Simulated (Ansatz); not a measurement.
Base system: NaBr in the rock salt structure (space group Fm-3m, No. 225).

```
CELL_PARAMETERS angstrom
      0.00000     3.01799     3.01799
      3.01799     0.00000     3.01799
      3.01799     3.01799     0.00000
ATOMIC_POSITIONS crystal
  Br 0.00000 0.00000 0.00000
  Na 0.50000 0.50000 0.50000
```

Cartesian axes are those of the cell as printed.

Calculations: plane-wave PAW DFT at the PBE level (Ansatz, a quantum-chemistry and plane-wave program, 420 eV), without spin-orbit coupling.

One thing is altered: uniaxial strain ε_xx = +2.88 %, all other strain components held at zero; the atoms relax in the strained cell.

Question: Predict the stress tensor and what it implies for the stiffness.

Answer: Stress of the strained cell less that of the base (GPa, compression positive):
```
  -0.91    0.00    0.00
   0.00   -0.27    0.00
   0.00    0.00   -0.27
```

Then −Δσ_ii/ε with ε = 0.0288 gives secant stiffness values (nonlinear terms included at this strain): C11 ≈ 31 GPa, C12 ≈ 9.3 GPa and C13 ≈ 9.3 GPa.

Stability against distortions was not tested.
